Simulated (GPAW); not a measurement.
# H-SnSn-H chair monolayer: work function by functional and basis, part 2 of 2

Wanted: work functions and dipole of H-SnSn-H chair monolayer, with the cost of each level. Where a layer proves gapped, the work function hangs on where the smearing puts the Fermi level, and the band edges take its place.

GPAW 26.7.0; GPAW, PAW setups; layer in a repeated cell with vacuum, relaxation of atoms and in-plane cell (the session's first sound run).

So far, upper work function (eV): step 3 (the slab's potential, PBE, GPAW) 4.74; step 5 (self-consistent run: xc = "revPBE") 4.66; step 6 (self-consistent run: xc = "RPBE") 4.66; step 7 (OptPBE vdW: xc = "optPBE-vdW", GPAW, PAW setups, GPAW) 4.95; step 8 (self-consistent run: xc = "vdW-DF2", GPAW, PAW setups, GPAW) 5.14.

**9. Real-space grid: mode = "fd" (continued)**

Electrostatic potential energy of an electron (without an applied field's), less the Fermi level, planar mean against z:

| z (Å) | electrostatic potential energy of an electron (without an applied field's), less the Fermi level, planar mean (eV) |
| --- | --- |
| 0.0 | 4.74 |
| 0.5 | 4.74 |
| 1.0 | 4.74 |
| 1.5 | 4.74 |
| 2.0 | 4.74 |
| 2.5 | 4.74 |
| 3.0 | 4.74 |
| 3.5 | 4.74 |
| 4.0 | 4.74 |
| 4.5 | 4.74 |
| 5.0 | 4.74 |
| 5.5 | 4.72 |
| 6.0 | 4.63 |
| 6.5 | 4.24 |
| 7.0 | 3.06 |
| 7.5 | 2.88 |
| 8.0 | -0.472 |
| 8.5 | -8.22 |
| 9.0 | -11.9 |
| 9.5 | -11.5 |
| 10.0 | -4.68 |
| 10.5 | 1.43 |
| 11.0 | 3.17 |
| 11.5 | 3.57 |
| 12.0 | 4.47 |
| 12.5 | 4.68 |
| 13.0 | 4.73 |
| 13.5 | 4.74 |
| 14.0 | 4.74 |
| 14.5 | 4.74 |
| 15.0 | 4.74 |
| 15.5 | 4.74 |
| 16.0 | 4.74 |
| 16.5 | 4.74 |
| 17.0 | 4.74 |
| 17.5 | 4.74 |
| 18.0 | 4.74 |

The highest filled level lies 0.259 eV under the Fermi level, so the ionisation energy from the upper face is 4.741 + 0.259 = 5.000 eV, against 4.999 eV in the base run.

**10. Atomic orbitals: mode = "lcao"**

Atom-centred orbitals end a few angstrom from the surface, which tests how much the density's tail matters.

Input file run.py:

```python
import json
import numpy as np
from ase import Atoms
from gpaw import GPAW

slab = Atoms(
    ['H', 'Sn', 'Sn', 'H'],
    positions=[
        [2.35161, 1.35770, 7.00000],
        [2.35161, 1.35770, 8.73484],
        [0.00000, 2.71541, 9.55810],
        [0.00000, 2.71541, 11.29294]],
    cell=[[4.70321, -0.0, 0.0], [-2.35161, 4.0731, 0.0], [0.0, 0.0, 18.2929]],
    pbc=[True, True, False])

slab.calc = GPAW(mode='lcao', basis='dzp', h=0.18, xc='PBE', kpts={'size': (9, 9, 1), 'gamma': True},
                 occupations={'name': 'fermi-dirac', 'width': 0.05}, nbands='120%',
                 convergence={'density': 1e-05}, maxiter=200,
                 poissonsolver={'dipolelayer': 'xy'},
                 symmetry={'tolerance': 1e-3}, txt='slab.txt')
result = {}
energy = slab.get_potential_energy()
fermi = slab.calc.get_fermi_level()
v = slab.calc.get_electrostatic_potential().mean((0, 1)) - fermi
n = slab.calc.get_pseudo_density().mean((0, 1))
L = slab.cell[2, 2]
z = np.arange(len(v)) * L / len(v)
low, high = slab.positions[:, 2].min(), slab.positions[:, 2].max()
below, above = np.interp([low - 4.8, high + 4.8], z, v)
slopes = [np.interp(x, z, np.gradient(v, z)) for x in (low - 4.8, high + 4.8)]
eps = np.array([[slab.calc.get_eigenvalues(k, s) for k in range(len(slab.calc.get_ibz_k_points()))]
                for s in range(slab.calc.get_number_of_spins())]) - fermi
top, bottom = eps[eps < 0].max(), eps[eps > 0].min()
dipole = slab.get_dipole_moment()[2]
print(f'energy {energy:.4f} eV, Fermi level {fermi:.4f} eV, dipole {dipole:.5f} e A')
print(f'potential 4.8 A off the faces, from the Fermi level: lower {below:.4f} eV, upper {above:.4f} eV')
print(f'slope of the potential there: lower {slopes[0]:.5f}, upper {slopes[1]:.5f} eV/A')
print(f'nearest levels on the mesh: {top:.4f} and {bottom:.4f} eV')
print('magnetic moment', round(slab.get_magnetic_moment(), 3))
result.update(energy=energy, fermi=fermi, dipole=dipole, below=below, above=above, slopes=slopes, edges=[top, bottom],
              z=z.tolist(), v=v.tolist(), n=n.tolist(), positions=slab.positions.tolist(),
              forces=slab.get_forces(apply_constraint=False).tolist(), moments=slab.get_magnetic_moments().tolist())
json.dump(result, open('result.json', 'w'))
```

Command:

```console
$ OMP_NUM_THREADS=1 OPENBLAS_NUM_THREADS=1 python run.py
```

Elapsed: 23 s, on 1 thread of Arm Neoverse V1, shared host; peak memory 0.31 GiB.

Numbers from this step:

- levels nearest the Fermi level on the mesh: -0.2807, 0.2433 eV from the Fermi level
- upper work function: 4.592 eV
- lower work function: 4.595 eV
- upper ionisation energy: 4.873 eV

The highest filled level lies 0.281 eV under the Fermi level, so the ionisation energy from the upper face is 4.592 + 0.281 = 4.873 eV, against 4.999 eV in the base run.

**11. The ladder**

Times are for 1 thread of Arm Neoverse V1, shared host. The series side by side:

| no. | run | upper work function (eV) | lower work function (eV) | time | memory (GiB) |
| --- | --- | --- | --- | --- | --- |
| 1 | pw | 4.741 | 4.744 | 51 s | 0.29 |
| 2 | LDA | 4.954 | 4.957 | 48 s | 0.28 |
| 3 | revPBE | 4.658 | 4.661 | 52 s | 0.3 |
| 4 | RPBE | 4.663 | 4.666 | 51 s | 0.29 |
| 5 | optPBE vdW | 4.945 | 4.948 | 68 s | 0.59 |
| 6 | vdW DF2 | 5.143 | 5.146 | 62 s | 0.59 |
| 7 | fd | 4.741 | 4.744 | 2.6 min | 0.75 |
| 8 | lcao | 4.592 | 4.595 | 23 s | 0.31 |

**12. Side by side**

Results and costs are gathered.

This step: comparison of work functions, dipole and cost (GPAW 26.7.0).

Ladder, by row:

| step | code | work function, upper (eV) | work function, lower (eV) | dipole (e Å) | wall time (s) | peak memory (GiB) | threads |
| --- | --- | --- | --- | --- | --- | --- | --- |
| pw | GPAW | 4.741 | 4.744 | 2.50e-4 | 51.02 | 0.29 | 1 |
| LDA | GPAW | 4.954 | 4.957 | 2.53e-4 | 47.62 | 0.28 | 1 |
| revPBE | GPAW | 4.658 | 4.661 | 2.49e-4 | 51.79 | 0.3 | 1 |
| RPBE | GPAW | 4.663 | 4.666 | 2.49e-4 | 51 | 0.29 | 1 |
| optPBE-vdW | GPAW | 4.945 | 4.948 | 2.49e-4 | 67.57 | 0.59 | 1 |
| vdW-DF2 | GPAW | 5.143 | 5.146 | 2.49e-4 | 61.94 | 0.59 | 1 |
| fd | GPAW | 4.741 | 4.744 | 2.29e-4 | 157.1 | 0.75 | 1 |
| lcao | GPAW | 4.592 | 4.595 | 2.29e-4 | 23.37 | 0.31 | 1 |

**13. Summary of results**

```
work function, both faces (Fermi level placed in the gap by the smearing)        : 4.74 eV
ionisation energy from the upper face (highest filled level on the mesh)         : 5.00 eV
electron affinity from the upper face (lowest empty Kohn-Sham level on the mesh) : 4.52 eV
dipole along the normal                                                          : 2.5e-4 e Å
```

With plane waves and PBE the ionisation energy from the upper face is 5.00 eV and the Kohn-Sham electron affinity 4.52 eV. The levels nearest the Fermi level on the mesh lie 0.479 eV apart, so the slab is gapped there: the smearing puts the Fermi level inside the gap, and from either face the ionisation energy is the work function plus 0.26 eV. Both are Kohn-Sham levels on the mesh, and semilocal gaps are too small, so the affinity tends to come out too large and the ionisation energy too small. Work functions of a gapped slab move with the place of the Fermi level in the gap; over the runs without a planted fault the highest filled level on the mesh lies 4.87 (lcao) to 5.30 eV (vdW-DF2) under the upper vacuum level. The small printed dipole stands for a step of -2.4 meV from the lower to the upper face, and the probes find -2.9 meV; values this small are near the numerical noise of both. The layer's cell and atoms come from the relaxation; spin-orbit coupling and temperature are left out.

[Logs are printed without paths, hosts, clocks, repeated set-up lines and the standing remarks that a program may print on its own settings, such as how far it seeks lower states.]

[Hosts, paths, dates, database ids (printed as entryN), source tags and the programs' standing remarks are cut or masked in the printed files.]
